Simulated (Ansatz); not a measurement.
The system is RbBr.

```
Rb Br
1.0
     4.12608    0.00000    0.00000
     0.00000    4.12608    0.00000
     0.00000    0.00000    4.12608
Rb Br
1 1
Direct
  0.00000 0.00000 0.00000
  0.50000 0.50000 0.50000
```

The cell comes from a database or a generator and needn't be the stable form of this composition.

| Property | Result |
| --- | --- |
| Program | Ansatz 0.2.0 |
| Task | single point |
| Functional | PBE |
| Potentials or basis | Ansatz PAW |
| Cutoff | 420 eV (not typed: the program's choice for these potentials) |
| k mesh | 7 × 7 × 7 |
| Occupations | fermi-dirac, width 0.05 eV |
| Spin | no spin polarisation |

On this cell: pressure 0.8 GPa; largest force zero by symmetry; band gap on the k mesh 4.11 eV, indirect (least direct gap 4.24 eV).

The same run follows on a disturbed copy (atoms moved at random, drawn with an rms of 0.05 Å):

```
Rb Br
1.0
     4.12608    0.00000    0.00000
     0.00000    4.12608    0.00000
     0.00000    0.00000    4.12608
Rb Br
1 1
Direct
  0.99298 0.00531 0.99258
  0.49163 0.50630 0.50447
```

Task: What does the disturbed cell give?

Result: The energy moves by +0.5 meV/atom; pressure 0.8 GPa; largest force 0.040 eV/Å; band gap on the k mesh 4.11 eV, indirect (least direct gap 4.24 eV).

Forces in eV/Å, atoms in the order of the input:
```
Rb  -0.005  0.003  0.040
Br   0.005 -0.003 -0.040
```

Caveats: odd divisions of the mesh miss points on the zone boundary, where band edges often lie, so the gap on the mesh can be too wide.

A k mesh can miss the band edges.
